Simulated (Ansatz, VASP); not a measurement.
TePb in VASP and in Ansatz

INCAR

```
SYSTEM = TePb
PREC = Accurate
ENCUT = 520
EDIFF = 1E-6
ISMEAR = -1
SIGMA = 0.08
LREAL = .False.
LASPH = .True.
NELM = 60
ALGO = Normal
ISIF = 2
LWAVE = .False.
LCHARG = .False.
GGA = PE
NBANDS = 17
```

The input KPOINTS:

```
regular mesh
0
Gamma
  11 11 11
  0 0 0
```

The input POSCAR:

```
TePb
1.0
    0.0000000000      3.2694653961      3.2694653961
    3.2694653961      0.0000000000      3.2694653961
    3.2694653961      3.2694653961      0.0000000000
Te Pb
1 1
Direct
    0.5000000000      0.5000000000      0.5000000000
    0.0000000000      0.0000000000      0.0000000000
```

Input for Ansatz:

```yaml
crystal:
  lattice:
    - [0.0, 3.2694653961, 3.2694653961]
    - [3.2694653961, 0.0, 3.2694653961]
    - [3.2694653961, 3.2694653961, 0.0]
  atoms:
    - { symbol: Te, position: [0.5, 0.5, 0.5] }
    - { symbol: Pb, position: [0.0, 0.0, 0.0] }
kpoints:
  mp_grid: { grid: [11, 11, 11] }
scf:
  occupations: { method: fermi_dirac, width: 0.08 }
hamiltonian:
  xc: pbe
  pseudopotentials: { kind: all_electron, lapw: { basis_error: 0.001 } }
output:
  forces: true
  stress: true
  eigenvalues: true
```

Change from the starting cell: volume scaled by 1.04.

Alike in both runs: task single point; functional PBE; k mesh 11 × 11 × 11; occupations fermi-dirac, width 0.08 eV; no spin polarisation.

|  | VASP | Ansatz |
| --- | --- | --- |
| version | VASP 6.6.1 | Ansatz 0.2.0 |
| potentials or method | VASP PAW PBE potentials, release 64 (Te, Pb_d) | all-electron LAPW, scalar-relativistic |
| plane-wave cutoff (eV) | 520 | see its input |

Ansatz gave:

- pressure (GPa): 0.6

Problem. Estimate VASP's values.

Solution. Pressure (GPa): 0.5.

Ansatz ran all-electron here, so the differences hold the error of VASP's frozen core and of both bases.

Spin-orbit coupling is left out, which matters for the levels of Pb, Te.
